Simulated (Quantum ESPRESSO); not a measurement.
Crystal: HfN.

```xyz
2
Lattice="0.0000 2.2560 2.2560 2.2560 0.0000 2.2560 2.2560 2.2560 0.0000" Properties=species:S:1:pos:R:3 pbc="T T T"
Hf    0.0000    0.0000    0.0000
N     2.2560    2.2560    2.2560
```

Base run:

- Program: Quantum ESPRESSO 7.5
- Functional: PBEsol
- Potentials or basis: GBRV 1.5 PBEsol
- Cutoff: 612 eV
- Density cutoff: 4898 eV
- k mesh: 10 × 10 × 10
- Occupations: fermi-dirac, width 0.05 eV
- Spin: no spin polarisation
- Hubbard terms: Hf d U = 5 eV

Its results: band gap on the k mesh none (metal or under the smearing width); pressure 6.7 GPa.

Question: After a change of settings the same cell gave: band gap on the k mesh none (metal or under the smearing width); pressure -1.1 GPa. Which change was it?
A. hubbard terms from Hf d U = 5 eV to Hf d U = 8 eV
B. hubbard terms from Hf d U = 5 eV to Hf d U = 1 eV
C. hubbard terms from Hf d U = 5 eV to none

Answer: B.

Caveats: U without spin polarisation on a metal has little footing.

Runs at the PBE level aren't shown here.
